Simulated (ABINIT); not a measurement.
# AlN (F-43m) in ABINIT: notebook

Aim: see how the results for AlN move with the level of theory and the settings. Levels: PBE, LDA-PZ, AM05, LDA-Teter, PBEsol. Tasks: band structure, equation of state.

Everything below comes from runs of ABINIT 10.8.3 (patched build). Logs are shortened: lines on timing, memory, paths and dates and some standing lists are left out, and cuts for length are marked. The log counts tension as positive stress, the text compression.

## (1) The structure

It takes space group F-43m (No. 216, cubic). The conventional cell has a = 4.368 Å, b = 4.368 Å, c = 4.368 Å, α = 90.00°, β = 90.00°, γ = 90.00°. Around Al (site symmetry -43m) lie 4 N at 1.89 Å. N (site symmetry -43m) is surrounded by 4 Al at 1.89 Å.

Measurements of this composition are mostly on another form, of space group No. 186.

## (2) Band structure, PBE

Input file run.abi:

```
# Datasets: ground state, then fixed potential
ndtset 2

# Pseudopotentials
pp_dirpath "./"
pseudos "Al.upf, N.upf"

# Structure
acell 3*1.0
rprim
     0.0000000000     4.1271496856     4.1271496856
     4.1271496856     0.0000000000     4.1271496856
     4.1271496856     4.1271496856     0.0000000000
ntypat 2
znucl 13 7
natom 2
typat 1 2
xcart
     0.0000000000     0.0000000000     0.0000000000
     1.0919967798     1.0919967798     1.0919967798 Angstrom

# Plane-wave basis
ecut 46.0

# Exchange and correlation
ixc 11

# Bands and occupations
occopt 3
tsmear 0.00183747

# SCF cycle
nstep 100

# Output
iomode 3
prtwf 0
prteig 0
prtebands 0
prtden1 1
prtvha1 1
prtvclmb1 1
prtpot1 1
prtelf1 1

# Dataset 1
kptopt1 1
ngkpt1 10 10 10
nshiftk1 1
shiftk1 0.0 0.0 0.0
nband1 8
tolvrs1 1.0e-10

# Dataset 2: bands along G-X-W-K-G-L-U-W-L-K
iscf2 -2
getden2 1
nband2 12
nbdbuf2 2
tolwfr2 1.0e-12
kptopt2 -9
ndivsm2 5
prteig2 1
kptbounds2
     0.0000000000     0.0000000000     0.0000000000
     0.5000000000     0.0000000000     0.5000000000
     0.5000000000     0.2500000000     0.7500000000
     0.3750000000     0.3750000000     0.7500000000
     0.0000000000     0.0000000000     0.0000000000
     0.5000000000     0.5000000000     0.5000000000
     0.6250000000     0.2500000000     0.6250000000
     0.5000000000     0.2500000000     0.7500000000
     0.5000000000     0.5000000000     0.5000000000
     0.3750000000     0.3750000000     0.7500000000
```

Potentials or basis: Ansatz NC PBE.

Launch:

```console
$ abinit run.abi > log 2>&1
```

run.abo:

```text
[... set-up lines left out ...]
 ETOT  1  -16.894782981220    -1.689E+01 1.020E-01 7.635E+02
 ETOT  2  -16.932031652149    -3.725E-02 2.373E-02 6.542E+02
 ETOT  3  -17.070515166301    -1.385E-01 5.776E-03 1.189E+00
 ETOT  4  -17.070724599465    -2.094E-04 1.337E-03 2.430E-02
 ETOT  5  -17.070726633901    -2.034E-06 4.409E-04 1.898E-03
 ETOT  6  -17.070726778548    -1.446E-07 4.631E-04 9.071E-06
 ETOT  7  -17.070726779051    -5.037E-10 9.519E-05 1.742E-07
 ETOT  8  -17.070726779057    -5.976E-12 1.067E-04 3.189E-08
 ETOT  9  -17.070726779063    -5.564E-12 3.111E-05 6.860E-10
 ETOT 10  -17.070726779063     1.457E-13 5.250E-05 3.651E-12

 At SCF step   10       vres2   =  3.65E-12 < tolvrs=  1.00E-10 =>converged.

 Compute ELF
--------------------------------------------------------------------------------

 Compute kinetic energy density

 Compute gradient of the electron density
 Electron Localization Function (ELF) [min:0;max:1]
)     Maximum=    8.8219E-01  at reduced coord.    0.1389    0.1667    0.5556
)     Minimum=    7.5455E-08  at reduced coord.    0.0000    0.0000    0.0000
   Integrated=    5.3468E+01

--------------------------------------------------------------------------------
 End of ELF section

 Cartesian components of stress tensor (hartree/bohr^3)
  sigma(1 1)= -1.61012153E-04  sigma(3 2)=  0.00000000E+00
  sigma(2 2)= -1.61012153E-04  sigma(3 1)=  0.00000000E+00
  sigma(3 3)= -1.61012153E-04  sigma(2 1)=  0.00000000E+00

--- !ResultsGS
iteration_state: {dtset: 1, }
comment   : Summary of ground state results
lattice_vectors:
- [  0.0000000,   4.1271497,   4.1271497, ]
- [  4.1271497,   0.0000000,   4.1271497, ]
- [  4.1271497,   4.1271497,   0.0000000, ]
lattice_lengths: [   5.83667,    5.83667,    5.83667, ]
lattice_angles: [ 60.000,  60.000,  60.000, ] # degrees, (23, 13, 12)
lattice_volume:   1.4059849E+02
convergence: {deltae:  1.457E-13, res2:  3.651E-12, residm:  5.250E-05, diffor: null, }
etotal    :  -1.70707268E+01
entropy   :   0.00000000E+00
fermie    :   2.70285186E-01
cartesian_stress_tensor: # hartree/bohr^3
- [ -1.61012153E-04,   0.00000000E+00,   0.00000000E+00, ]
- [  0.00000000E+00,  -1.61012153E-04,   0.00000000E+00, ]
- [  0.00000000E+00,   0.00000000E+00,  -1.61012153E-04, ]
pressure_GPa:   4.7371E+00
xred      :
- [  0.0000E+00,   0.0000E+00,   0.0000E+00, Al]
- [  2.5000E-01,   2.5000E-01,   2.5000E-01,  N]
cartesian_forces: # hartree/bohr
- [ -0.00000000E+00,  -0.00000000E+00,  -0.00000000E+00, ]
- [ -0.00000000E+00,  -0.00000000E+00,  -0.00000000E+00, ]
force_length_stats: {min:   0.00000000E+00, max:   0.00000000E+00, mean:   0.00000000E+00, }
...

 Integrated electronic density in atomic spheres:
 ------------------------------------------------
 Atom  Sphere_radius  Integrated_density
    1        2.00000          1.10719137
    2        2.00000          5.36965863
================================================================================

 ----iterations are completed or convergence reached----

 Mean square residual over all n,k,spin=   20.687E-08; max=  52.496E-06
 reduced coordinates (array xred) for    2 atoms
       0.000000000000      0.000000000000      0.000000000000
       0.250000000000      0.250000000000      0.250000000000
 rms dE/dt=  0.0000E+00; max dE/dt=  0.0000E+00; dE/dt below (all hartree)
    1       0.000000000000      0.000000000000      0.000000000000
    2       0.000000000000      0.000000000000      0.000000000000

 cartesian coordinates (angstrom) at end:
    1      0.00000000000000     0.00000000000000     0.00000000000000
    2      1.09199677906168     1.09199677906168     1.09199677906168

 cartesian forces (hartree/bohr) at end:
    1     -0.00000000000000    -0.00000000000000    -0.00000000000000
    2     -0.00000000000000    -0.00000000000000    -0.00000000000000
 frms,max,avg= 0.0000000E+00 0.0000000E+00   0.000E+00  0.000E+00  0.000E+00 h/b

 cartesian forces (eV/Angstrom) at end:
    1     -0.00000000000000    -0.00000000000000    -0.00000000000000
    2     -0.00000000000000    -0.00000000000000    -0.00000000000000
 frms,max,avg= 0.0000000E+00 0.0000000E+00   0.000E+00  0.000E+00  0.000E+00 e/A
 length scales=  1.000000000000  1.000000000000  1.000000000000 bohr
              =  0.529177210544  0.529177210544  0.529177210544 angstroms
[... 36 lines left out ...]
== DATASET  2 ==================================================================

--- !DatasetInfo
iteration_state: {dtset: 2, }
dimensions: {natom: 2, nkpt: 87, mband: 12, nsppol: 1, nspinor: 1, nspden: 1, mpw: 2128, }
cutoff_energies: {ecut:  46.0, pawecutdg:  -1.0, }
electrons: {nelect:   8.00000000E+00, charge:   0.00000000E+00, occopt:   3.00000000E+00, tsmear:   1.83747000E-03, }
meta: {optdriver: 0, ionmov: 0, optcell: 0, iscf: -2, paral_kgb: 0, }
...

 mkfilename : getden/=0, take file _DEN from output of DATASET   1.

 Exchange-correlation functional for the present dataset will be:
  GGA: Perdew-Burke-Ernzerhof functional - ixc=11
  J.P.Perdew, K.Burke, M.Ernzerhof, PRL 77, 3865 (1996)

 Real(R)+Recip(G) space primitive vectors, cartesian coordinates (Bohr,Bohr^-1):
 R(1)=  0.0000000  4.1271497  4.1271497  G(1)= -0.1211490  0.1211490  0.1211490
 R(2)=  4.1271497  0.0000000  4.1271497  G(2)=  0.1211490 -0.1211490  0.1211490
 R(3)=  4.1271497  4.1271497  0.0000000  G(3)=  0.1211490  0.1211490 -0.1211490
 Unit cell volume ucvol=  1.4059849E+02 bohr^3
 Angles (23,13,12)=  6.00000000E+01  6.00000000E+01  6.00000000E+01 degrees

 getcut: wavevector=  0.0000  0.0000  0.0000  ngfft=  36  36  36
         ecut(hartree)=     46.000   => boxcut(ratio)=   2.02019
--------------------------------------------------------------------------------

================================================================================
 Non-SCF case, kpt    1 (  0.00000  0.00000  0.00000), residuals and eigenvalues=
  8.52E-13  6.77E-13  3.59E-13  1.54E-13  2.52E-13  8.41E-13  3.24E-13  4.59E-13
  3.09E-13  5.68E-13  7.46E-13  3.34E-13
 -3.3263E-01  2.1823E-01  2.1823E-01  2.1823E-01  3.7210E-01  6.7937E-01
  6.7937E-01  6.7937E-01  8.6764E-01  8.6764E-01  9.1933E-01  9.1933E-01
 Non-SCF case, kpt    2 (  0.03571  0.00000  0.03571), residuals and eigenvalues=
  2.36E-13  3.63E-13  1.14E-13  1.13E-13  1.89E-13  2.41E-13  2.19E-13  4.61E-13
  2.86E-13  6.75E-13  2.17E-13  1.47E-07
 -3.3171E-01  2.1372E-01  2.1721E-01  2.1721E-01  3.7703E-01  6.7610E-01
  6.8074E-01  6.8074E-01  8.3962E-01  8.6905E-01  9.2226E-01  9.2226E-01
 Non-SCF case, kpt    3 (  0.07143  0.00000  0.07143), residuals and eigenvalues=
  2.58E-13  1.98E-13  5.39E-13  4.67E-13  9.29E-14  5.60E-13  7.96E-13  1.41E-13
  4.70E-13  8.23E-13  4.75E-13  6.22E-06
 -3.2895E-01  2.0181E-01  2.1425E-01  2.1425E-01  3.9001E-01  6.6698E-01
[... 407 lines left out ...]
  4.16E-13  5.01E-13  2.40E-13  8.74E-13  3.63E-13  1.28E-13  2.12E-13  8.30E-13
  3.87E-13  3.25E-13  1.87E-09  1.25E-06
 -2.3893E-01  4.8568E-02  9.9154E-02  1.7544E-01  4.3471E-01  5.8927E-01
  6.8087E-01  7.1286E-01  7.9988E-01  9.2448E-01  1.0981E+00  1.1325E+00
 Non-SCF case, kpt   86 (  0.38889  0.38889  0.72222), residuals and eigenvalues=
  4.96E-13  4.33E-13  3.22E-13  2.37E-13  3.71E-13  2.27E-13  3.80E-13  4.58E-13
  2.50E-13  8.01E-13  4.81E-08  2.99E-07
 -2.3610E-01  5.9299E-02  8.5616E-02  1.7124E-01  4.1986E-01  5.9213E-01
  6.9012E-01  7.2738E-01  7.8554E-01  9.3384E-01  1.1205E+00  1.1538E+00
 Non-SCF case, kpt   87 (  0.37500  0.37500  0.75000), residuals and eigenvalues=
  8.46E-13  1.61E-13  5.06E-13  2.85E-13  4.93E-13  5.10E-13  4.97E-13  8.73E-13
  9.80E-13  4.64E-13  2.67E-07  5.56E-05
 -2.3449E-01  6.1564E-02  8.4583E-02  1.6776E-01  4.0780E-01  5.8934E-01
  6.9830E-01  7.3860E-01  7.7730E-01  9.4958E-01  1.1219E+00  1.1822E+00

--- !ResultsGS
iteration_state: {dtset: 2, }
comment   : Summary of ground state results
lattice_vectors:
- [  0.0000000,   4.1271497,   4.1271497, ]
- [  4.1271497,   0.0000000,   4.1271497, ]
- [  4.1271497,   4.1271497,   0.0000000, ]
lattice_lengths: [   5.83667,    5.83667,    5.83667, ]
lattice_angles: [ 60.000,  60.000,  60.000, ] # degrees, (23, 13, 12)
lattice_volume:   1.4059849E+02
convergence: {deltae:  0.000E+00, res2:  0.000E+00, residm:  9.977E-13, diffor:  0.000E+00, }
etotal    :  -1.70707268E+01
entropy   :   0.00000000E+00
fermie    :   2.70285186E-01
cartesian_stress_tensor: null
pressure_GPa: null
xred      :
- [  0.0000E+00,   0.0000E+00,   0.0000E+00, Al]
- [  2.5000E-01,   2.5000E-01,   2.5000E-01,  N]
cartesian_forces: null
force_length_stats: {min: null, max: null, mean: null, }
...

 Integrated electronic density in atomic spheres:
 ------------------------------------------------
 Atom  Sphere_radius  Integrated_density
    1        2.00000          1.10719137
    2        2.00000          5.36965863
================================================================================

 ----iterations are completed or convergence reached----

 Mean square residual over all n,k,spin=   47.585E-14; max=  99.767E-14
 reduced coordinates (array xred) for    2 atoms
       0.000000000000      0.000000000000      0.000000000000
       0.250000000000      0.250000000000      0.250000000000

 cartesian coordinates (angstrom) at end:
    1      0.00000000000000     0.00000000000000     0.00000000000000
    2      1.09199677906168     1.09199677906168     1.09199677906168
 length scales=  1.000000000000  1.000000000000  1.000000000000 bohr
              =  0.529177210544  0.529177210544  0.529177210544 angstroms
 Eigenvalues (hartree) for nkpt=  87  k points:
 kpt#   1, nband= 12, wtk=  1.00000, kpt=  0.0000  0.0000  0.0000 (reduced coord)
  -0.33263    0.21823    0.21823    0.21823    0.37210    0.67937    0.67937    0.67937
   0.86764    0.86764    0.91933    0.91933
 kpt#   2, nband= 12, wtk=  1.00000, kpt=  0.0357  0.0000  0.0357 (reduced coord)
  -0.33171    0.21372    0.21721    0.21721    0.37703    0.67610    0.68074    0.68074
   0.83962    0.86905    0.92226    0.92226
 kpt#   3, nband= 12, wtk=  1.00000, kpt=  0.0714  0.0000  0.0714 (reduced coord)
  -0.32895    0.20181    0.21425    0.21425    0.39001    0.66698    0.68475    0.68475
   0.79395    0.87330    0.93102    0.93103
 kpt#   4, nband= 12, wtk=  1.00000, kpt=  0.1071  0.0000  0.1071 (reduced coord)
  -0.32441    0.18552    0.20960    0.20960    0.40724    0.65368    0.69115    0.69115
   0.74792    0.88037    0.94548    0.94548
 kpt#   5, nband= 12, wtk=  1.00000, kpt=  0.1429  0.0000  0.1429 (reduced coord)
  -0.31818    0.16725    0.20365    0.20365    0.42480    0.63824    0.69958    0.69958
   0.70591    0.89026    0.96543    0.96543
 kpt#   6, nband= 12, wtk=  1.00000, kpt=  0.1786  0.0000  0.1786 (reduced coord)
  -0.31042    0.14842    0.19681    0.19681    0.43846    0.62277    0.67123    0.70965
[... 230 lines left out ...]
  -0.24624    0.02718    0.13564    0.18506    0.47174    0.56306    0.67056    0.67862
   0.83976    0.92341    1.01329    1.11969
 kpt#  84, nband= 12, wtk=  1.00000, kpt=  0.4167  0.4167  0.6667 (reduced coord)
  -0.24247    0.03732    0.11664    0.18014    0.45215    0.57905    0.67442    0.69609
   0.81847    0.92136    1.05598    1.12559
 kpt#  85, nband= 12, wtk=  1.00000, kpt=  0.4028  0.4028  0.6944 (reduced coord)
  -0.23893    0.04857    0.09915    0.17544    0.43471    0.58927    0.68087    0.71286
   0.79988    0.92448    1.09809    1.13248
 kpt#  86, nband= 12, wtk=  1.00000, kpt=  0.3889  0.3889  0.7222 (reduced coord)
  -0.23610    0.05930    0.08562    0.17124    0.41986    0.59213    0.69012    0.72738
   0.78554    0.93384    1.12052    1.15383
 kpt#  87, nband= 12, wtk=  1.00000, kpt=  0.3750  0.3750  0.7500 (reduced coord)
  -0.23449    0.06156    0.08458    0.16776    0.40780    0.58934    0.69830    0.73860
   0.77730    0.94958    1.12190    1.18215

== END DATASET(S) ==============================================================
================================================================================

 -outvars: echo values of variables after computation  --------
            acell      1.0000000000E+00  1.0000000000E+00  1.0000000000E+00 Bohr
           etotal1    -1.7070726779E+01
            fcart1    -0.0000000000E+00 -0.0000000000E+00 -0.0000000000E+00
                      -0.0000000000E+00 -0.0000000000E+00 -0.0000000000E+00
            rprim      0.0000000000E+00  4.1271496856E+00  4.1271496856E+00
                       4.1271496856E+00  0.0000000000E+00  4.1271496856E+00
                       4.1271496856E+00  4.1271496856E+00  0.0000000000E+00
           strten1    -1.6101215256E-04 -1.6101215256E-04 -1.6101215256E-04
                       0.0000000000E+00  0.0000000000E+00  0.0000000000E+00
           xangst      0.0000000000E+00  0.0000000000E+00  0.0000000000E+00
                       1.0919967791E+00  1.0919967791E+00  1.0919967791E+00
             xred      0.0000000000E+00  0.0000000000E+00  0.0000000000E+00
                       2.5000000000E-01  2.5000000000E-01  2.5000000000E-01
 Calculation completed.
```

Wall time 44 s (1 thread of Arm Neoverse V2, shared host); peak memory 0.11 GiB.

Results:

| Item | Value |
| --- | --- |
| Free energy | -464.5181 eV |
| Pressure | 4.7 GPa |
| Band gap on the k mesh | 3.31 eV, indirect (least direct gap 4.19 eV) |
| Band gap along the path | 3.31 eV, indirect (least direct gap 4.19 eV) |
| Valence electrons inside the program's atomic spheres | Al 1.11; N 5.37 |

Levels at the corners of the path, in eV from the valence-band top:
```csv
point,band 2,band 3,band 4,band 5,band 6,band 7
Γ,0.00,0.00,0.00,4.19,12.55,12.55
X,-4.91,-1.78,-1.78,3.31,8.60,13.94
W,-3.79,-3.44,-2.70,6.04,11.42,11.97
K,-4.26,-3.64,-1.37,5.16,10.10,13.06
Γ,0.00,0.00,0.00,4.19,12.55,12.55
L,-5.86,-0.48,-0.48,7.37,9.86,11.14
U,-4.26,-3.64,-1.37,5.16,10.10,13.06
W,-3.79,-3.44,-2.70,6.04,11.42,11.97
L,-5.86,-0.48,-0.48,7.37,9.86,11.14
K,-4.26,-3.64,-1.37,5.16,10.10,13.06
```

PBE gaps usually lie below the measured ones, often by a third to a half.

[end of part 1 of 2]
